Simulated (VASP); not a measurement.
# SrTe (Fm-3m) in VASP: a series of runs

The runs below take SrTe through single point, relaxation of cell and atoms, with PBE+D3(BJ).

All numbers are computed with VASP 6.6.1; they aren't measurements. Logs are shortened: lines on timing, memory, paths and dates and some standing lists are left out, and cuts for length are marked.

## Step 1: Starting point

It takes space group Fm-3m (No. 225, cubic). Conventional cell: a = 6.615 Å, b = 6.615 Å, c = 6.615 Å, α = 90.00°, β = 90.00°, γ = 90.00°. Around Sr (site symmetry m-3m) lie 6 Te at 3.31 Å. Te (site symmetry m-3m) has 6 Sr at 3.31 Å as nearest neighbours.

The cell comes from a database or a generator and needn't be the stable form of this composition.

## Step 2: Single point, PBE+D3(BJ)

INCAR

```
SYSTEM = SrTe
ALGO = Normal
EDIFF = 1E-6
ENCUT = 520
GGA = PE
ISIF = 2
ISMEAR = 0
IVDW = 12
LASPH = .TRUE.
LCHARG = .FALSE.
LREAL = .FALSE.
LWAVE = .FALSE.
NBANDS = 15
NELM = 100
PREC = Accurate
SIGMA = 0.02
```

KPOINTS

```
k-points
0
G
  8 8 8
  0 0 0
```

POSCAR

```
SrTe
1.0
    0.0000000000      3.3076434201      3.3076434201
    3.3076434201      0.0000000000      3.3076434201
    3.3076434201      3.3076434201      0.0000000000
Sr Te
1 1
Direct
    0.0000000000      0.0000000000      0.0000000000
    0.5000000000      0.5000000000      0.5000000000
```

Potentials or basis: VASP PAW PBE potentials, release 64 (Sr_sv, Te).

Started as:

```sh
$ cat potpaw_PBE.64/Sr_sv/POTCAR potpaw_PBE.64/Te/POTCAR > POTCAR
$ mpirun -np 1 vasp_std > vasp.out
```

OUTCAR:

```text
SYSTEM = SrTe
   EDIFF = 1E-6
   ENCUT = 520
   GGA = PE
   ISIF = 2
   ISMEAR = 0
   IVDW = 12
   LASPH = .TRUE.
   LREAL = .FALSE.
   NELM = 100
   PREC = Accurate
 IVDW          = 12

 ion  position               nearest neighbor table
   1  0.000  0.000  0.000-   2 3.31   2 3.31   2 3.31   2 3.31   2 3.31   2 3.31
   2  0.500  0.500  0.500-   1 3.31   1 3.31   1 3.31   1 3.31   1 3.31   1 3.31

  LATTYP: Found a face centered cubic cell.
 ALAT       =     6.6152868402

  Lattice vectors:

 A1 = (   0.0000000000,   3.3076434201,   3.3076434201)
 A2 = (   3.3076434201,   0.0000000000,   3.3076434201)
 A3 = (   3.3076434201,   3.3076434201,   0.0000000000)

Analysis of symmetry for initial positions (statically):
=====================================================================
 Subroutine PRICEL returns:
 Original cell was already a primitive cell.

 Routine SETGRP: Setting up the symmetry group for a
 face centered cubic supercell.

 Subroutine GETGRP returns: Found 48 space group operations
 (whereof 48 operations were pure point group operations)
 out of a pool of 48 trial point group operations.

The static configuration has the point symmetry O_h .

Analysis of symmetry for dynamics (positions and initial velocities):
=====================================================================
 Subroutine PRICEL returns:
 Original cell was already a primitive cell.

 Routine SETGRP: Setting up the symmetry group for a
 face centered cubic supercell.

 Subroutine GETGRP returns: Found 48 space group operations
 (whereof 48 operations were pure point group operations)
 out of a pool of 48 trial point group operations.

The dynamic configuration has the point symmetry O_h .

 Subroutine INISYM returns: Found 48 space group operations
 (whereof 48 operations are pure point group operations),
 and found     1 'primitive' translations

----------------------------------------------------------------------------------------

                                     Primitive cell

  volume of cell :      72.3746

  direct lattice vectors                    reciprocal lattice vectors
     0.000000000  3.307643420  3.307643420    -0.151165025  0.151165025  0.151165025
     3.307643420  0.000000000  3.307643420     0.151165025 -0.151165025  0.151165025
     3.307643420  3.307643420  0.000000000     0.151165025  0.151165025 -0.151165025

  length of vectors
     4.677714184  4.677714184  4.677714184     0.261825503  0.261825503  0.261825503

  position of ions in fractional coordinates (direct lattice)
     0.000000000  0.000000000  0.000000000
     0.500000000  0.500000000  0.500000000

  ion indices of the primitive-cell ions
   primitive index   ion index
                 1           1
                 2           2

----------------------------------------------------------------------------------------

 KPOINTS: k-points

Automatic generation of k-mesh.
 Grid dimensions read from file:
 generate k-points for:    8    8    8

 Generating k-lattice:

  Cartesian coordinates                     Fractional coordinates (reciprocal lattice)
    -0.018895628  0.018895628  0.018895628     0.125000000  0.000000000  0.000000000
     0.018895628 -0.018895628  0.018895628     0.000000000  0.125000000  0.000000000
     0.018895628  0.018895628 -0.018895628     0.000000000  0.000000000  0.125000000

  Length of vectors
     0.032728188  0.032728188  0.032728188

  Shift w.r.t. Gamma in fractional coordinates (k-lattice)
     0.000000000  0.000000000  0.000000000

 Subroutine IBZKPT returns following result:
 ===========================================

 Found     29 irreducible k-points:

 Following reciprocal coordinates:
            Coordinates               Weight
  0.000000  0.000000  0.000000      1.000000
  0.125000  0.000000  0.000000      8.000000
  0.250000  0.000000  0.000000      8.000000
  0.375000  0.000000  0.000000      8.000000
  0.500000  0.000000  0.000000      4.000000
  0.125000  0.125000  0.000000      6.000000
[... 16 lines left out ...]
  0.500000  0.250000  0.125000     48.000000
 -0.375000  0.250000  0.125000     24.000000
 [... further k-points ...]
   k-points           NKPTS =     29   k-points in BZ     NKDIM =     29   number of bands    NBANDS=     15
   number of dos      NEDOS =    301   number of ions     NIONS =      2
   total plane-waves  NPLWV =  46656
   dimension x,y,z NGX =    36 NGY =   36 NGZ =   36
   dimension x,y,z NGXF=    72 NGYF=   72 NGZF=   72
   ions per type =               1   1
   NGX,Y,Z   is equivalent  to a cutoff of  12.79, 12.79, 12.79 a.u.
   NGXF,Y,Z  is equivalent  to a cutoff of  25.59, 25.59, 25.59 a.u.
 SYSTEM =  SrTe
   PREC   = accura    normal or accurate (medium, high low for compatibility)
   ISTART =      0    job   : 0-new  1-cont  2-samecut
   ICHARG =      2    charge: 1-file 2-atom 10-const
   ISPIN  =      1    spin polarized calculation?
   LNONCOLLINEAR =      F non collinear calculations
   LSORBIT =      F    spin-orbit coupling
   LASPH  =      T    aspherical Exc in radial PAW
   ENCUT  =  520.0 eV  38.22 Ry    6.18 a.u.   8.70  8.70  8.70*2*pi/ulx,y,z
   NELM   =    100;   NELMIN=  2; NELMDL= -5     # of ELM steps
   EDIFF  = 0.1E-05   stopping-criterion for ELM
   LREAL  =      F    real-space projection
   EDIFFG = 0.1E-04   stopping-criterion for IOM
   NSW    =      0    number of steps for IOM
   IBRION =     -1    ionic relax: 0-MD 1-quasi-New 2-CG
   NFREE  =      0    steps in history (QN), initial steepest desc. (CG)
   ISIF   =      2    stress and relaxation
   ISYM   =      2    0-nonsym 1-usesym 2-fastsym
   POTIM  = 0.5000    time-step for ionic-motion
   TEBEG  =    0.0;   TEEND  =   0.0 temperature during run
   PSTRESS=    0.0 pullay stress
   NELECT =      16.0000    total number of electrons
   NUPDOWN=      -1.0000    fix difference up-down
   EMIN   =  10.00;   EMAX   =-10.00  energy-range for DOS
   EFERMI =   0.00;   METHOD = LEGACY
   ISMEAR =     0;   SIGMA  =   0.02  broadening in eV -4-tet -1-fermi 0-gaus
   EFERMI_NEDOS =   21; number of points for ismear=-14 and -15
   IALGO  =     38    algorithm
   IMIX   =      4    mixing-type and parameters
     AMIX     =   0.40;   BMIX     =  1.00
     AMIX_MAG =   1.60;   BMIX_MAG =  1.00
  volume/ion in A,a.u.               =      36.19       244.20
  Fermi-wavevector in a.u.,A,eV,Ry     =   0.989888  1.870617 13.332058  0.979879
  Thomas-Fermi vector in A             =   2.121519
   LORBIT       =      0    0 simple, 1 ext, 2 COOP (PROOUT), +10 PAW based schemes
   GGA     = PE    functional components
   LHFCALC =     F    Hartree Fock is set to
   AEXX    =    0.0000 exact exchange contribution
   IVDW    =    12    specifies the selected vdW correction
   LEPSILON=     F    determine dielectric tensor
   LRPA    =     F    only Hartree local field effects (RPA)
 non-spin polarized calculation
 Gauss-broadening in eV      SIGMA  =   0.02
  energy-cutoff  :      520.00
  volume of cell :       72.37
 maximum number of plane-waves:      1964
   NGX = 17   NGY = 17   NGZ = 17

 number of electron      16.0000000 magnetization

 Free energy of the ion-electron system (eV)
  ---------------------------------------------------
  ext. energy  EPLUGINS =         0.00000000
  ---------------------------------------------------
  free energy    TOTEN  =        -8.24941313 eV

  energy without entropy =       -8.24941313  energy(sigma->0) =       -8.24941313

 E-fermi :   3.1924     XC(G=0):  -8.6007

 val. band max:        3.0023397107   @ k =   0.0000   0.0000   0.0000
 cond. band min:       4.6419434327   @ k =   0.5000   0.5000   0.0000
 fundamental gap:      1.6396037221
 Fermi energy:         3.1923843698

 k-point     1 :       0.0000    0.0000    0.0000
  band No.  band energies     occupation
      1     -31.6269      2.00000
      2     -13.6258      2.00000
      3     -13.6258      2.00000
      4     -13.6258      2.00000
      5      -7.0423      2.00000
      6       3.0023      2.00000
      7       3.0023      2.00000
      8       3.0023      2.00000
      9       5.9471      0.00000
     10       6.2520      0.00000
     11       6.2520      0.00000
     12       6.2520      0.00000
     13       6.9215      0.00000
     14       6.9215      0.00000
     15      10.4982      0.00000

 k-point     2 :       0.1250    0.0000    0.0000
  band No.  band energies     occupation
      1     -31.6262      2.00000
      2     -13.6472      2.00000
      3     -13.6267      2.00000
      4     -13.6267      2.00000
      5      -6.9515      2.00000
      6       2.3154      2.00000
      7       2.7653      2.00000
      8       2.7653      2.00000
      9       6.1512      0.00000
     10       6.4662      0.00000
     11       6.4662      0.00000
     12       6.8510      0.00000
     13       7.3515      0.00000
     14       7.3515      0.00000
     15      11.0301      0.00000

 k-point     3 :       0.2500    0.0000    0.0000
  band No.  band energies     occupation
      1     -31.6245      2.00000
      2     -13.6978      2.00000
      3     -13.6288      2.00000
      4     -13.6288      2.00000
      5      -6.7214      2.00000
      6       1.2198      2.00000
      7       2.3196      2.00000
      8       2.3196      2.00000
      9       6.2312      0.00000
     10       7.0070      0.00000
     11       7.0070      0.00000
     12       8.2633      0.00000
     13       8.4200      0.00000
     14       8.4200      0.00000
     15      11.4223      0.00000
[... 343 lines left out ...]
 k-point    23 :       0.5000    0.2500    0.1250
  band No.  band energies     occupation
      1     -31.6218      2.00000
      2     -13.7280      2.00000
      3     -13.6606      2.00000
      4     -13.6392      2.00000
      5      -6.4742      2.00000
      6       0.6298      2.00000
      7       1.7627      2.00000
      8       1.9424      2.00000
      9       6.3875      0.00000
     10       7.8477      0.00000
     11       8.1097      0.00000
     12       8.4912      0.00000
     13       8.7300      0.00000
     14       9.9869      0.00000
     15      10.9614      0.00000

 k-point    24 :      -0.3750    0.2500    0.1250
  band No.  band energies     occupation
      1     -31.6212      2.00000
      2     -13.7387      2.00000
      3     -13.6619      2.00000
      4     -13.6431      2.00000
      5      -6.4115      2.00000
      6       0.5195      2.00000
      7       1.5953      2.00000
      8       1.8551      2.00000
      9       6.9900      0.00000
     10       7.2283      0.00000
     11       8.5790      0.00000
     12       8.7863      0.00000
     13       9.0229      0.00000
     14       9.7863      0.00000
     15      11.4085      0.00000

 [... further k-points ...]

------------------------ aborting loop because EDIFF is reached ----------------------------------------

 Edisp (eV)   -0.69153

 E8    (eV) :    -0.3458

  FORCE on cell =-STRESS in cart. coord.  units (eV):
  Direction    XX          YY          ZZ          XY          YZ          ZX
  --------------------------------------------------------------------------------------
  -------------------------------------------------------------------------------------
  Total       0.06437     0.06437     0.06437     0.00000     0.00000     0.00000
  in kB       1.42501     1.42501     1.42501     0.00000     0.00000     0.00000
  external pressure =        1.43 kB  Pullay stress =        0.00 kB

 VOLUME and BASIS-vectors are now :
 -----------------------------------------------------------------------------
  energy-cutoff  :      520.00
  volume of cell :       72.37
      direct lattice vectors                 reciprocal lattice vectors
     0.000000000  3.307643420  3.307643420    -0.151165025  0.151165025  0.151165025
     3.307643420  0.000000000  3.307643420     0.151165025 -0.151165025  0.151165025
     3.307643420  3.307643420  0.000000000     0.151165025  0.151165025 -0.151165025

 POSITION                                       TOTAL-FORCE (eV/Angst)
 -----------------------------------------------------------------------------------
      0.00000      0.00000      0.00000         0.000000     -0.000000      0.000000
      3.30764      3.30764      3.30764        -0.000000      0.000000     -0.000000
 -----------------------------------------------------------------------------------
    total drift:                                0.000000      0.000000      0.000000

  FREE ENERGIE OF THE ION-ELECTRON SYSTEM (eV)
  ---------------------------------------------------
  free  energy   TOTEN  =        -8.9409470445 eV

  energy  without entropy=       -8.9409470445  energy(sigma->0) =       -8.94094704
```

Wall time 16 s (1 thread of Intel Xeon 6975P-C (Granite Rapids), shared host); peak memory 0.22 GiB.

Results:

```
Free energy                : -8.9409 eV
Pressure                   : 0.1 GPa
Band gap on the k mesh     : 1.64 eV, indirect (least direct gap 2.40 eV)
Dispersion energy per atom : -0.346 eV
```

Caveat: spin-orbit coupling is left out, which moves the levels of the heavy elements. PBE gaps usually lie below the measured ones, often by a third to a half.

## Step 3: Relaxation of cell and atoms, PBE+D3(BJ)

This run uses another cell than the first one, of 37.79 Å³/atom, 1.044 times its volume.

INCAR

```
SYSTEM = SrTe
PREC     = Accurate       ! precision mode
ENCUT    = 600            ! plane-wave cutoff, eV
EDIFF    = 1E-6           ! SCF threshold, eV
ISMEAR   = 0              ! smearing method
SIGMA    = 0.02           ! smearing width, eV
LREAL    = .FALSE.        ! projectors in reciprocal space
LASPH    = .TRUE.         ! aspherical terms in the spheres
NELM     = 100            ! most SCF steps
ALGO     = Fast           ! electronic algorithm
ISIF     = 3              ! what is computed and relaxed
LWAVE    = .FALSE.        ! write WAVECAR
LCHARG   = .FALSE.        ! write CHGCAR
GGA      = PE             ! functional
IVDW     = 12             ! dispersion correction
IBRION   = 2              ! ionic algorithm
NSW      = 70             ! ionic steps
EDIFFG   = -0.02          ! ionic threshold
```

KPOINTS

```
Automatic mesh
0
G
  8 8 8
  0 0 0
```

POSCAR

```
SrTe
1.0
    0.0000000000      3.3558352000      3.3558352000
    3.3558352000      0.0000000000      3.3558352000
    3.3558352000      3.3558352000      0.0000000000
Sr Te
1 1
Direct
    0.0000000000      0.0000000000      0.0000000000
    0.5000000000      0.5000000000      0.5000000000
```

Potentials or basis: VASP PAW PBE potentials, release 64 (Sr_sv, Te).

Started as:

```sh
$ cat potpaw_PBE.64/Sr_sv/POTCAR potpaw_PBE.64/Te/POTCAR > POTCAR
$ mpirun -np 1 vasp_std > vasp.out
```

It took 50 s on 1 thread of Intel Xeon 6975P-C (Granite Rapids), shared host; peak memory 0.27 GiB.

It converged, with:

```
Free energy                            : -8.9411 eV
Relaxed volume                         : 36.33 Å³/atom
Relaxed cell                           : a = 4.684 Å, b = 4.684 Å, c = 4.684 Å, α = 60.00°, β = 60.00°, γ = 60.00°
Space group after relaxing (to 0.05 Å) : Fm-3m (No. 225)
Energy gained by relaxing              : 6.1 meV/atom
Ionic steps                            : 3
Pressure after relaxing                : 0.0 GPa
Band gap on the k mesh                 : 1.65 eV, indirect (least direct gap 2.41 eV)
Dispersion energy per atom             : -0.344 eV
```

The path:
| step | energy change (eV) | largest force (eV/Å) | pressure (GPa) | volume (Å³) |
| --- | --- | --- | --- | --- |
| 1 | 0.0000 | 0.0000 | -1.29 | 75.58 |
| 2 | -0.0120 | 0.0000 | 0.19 | 72.30 |
| 3 | -0.0122 | 0.0000 | 0.01 | 72.67 |

Final structure:
```yaml
crystal:
  lattice:
    - [0.00000, 3.31207, 3.31207]
    - [3.31207, 0.00000, 3.31207]
    - [3.31207, 3.31207, 0.00000]
  atoms:
    - { symbol: Sr, position: [0.00000, 0.00000, 0.00000] }
    - { symbol: Te, position: [0.50000, 0.50000, 0.50000] }
```

Levels at points of the mesh, in eV from the valence-band top:
```tsv
k point	band 6	band 7	band 8	band 9	band 10	band 11
(0.00, 0.00, 0.00)	0.00	0.00	0.00	2.93	3.25	3.25
(0.50, 0.00, 0.00)	-2.90	-1.15	-1.15	3.89	5.19	5.37
(0.50, 0.50, 0.00)	-2.02	-0.75	-0.75	1.65	3.96	4.84
```

Caveat: spin-orbit coupling is left out, which moves the levels of the heavy elements. A k mesh can miss the band edges.
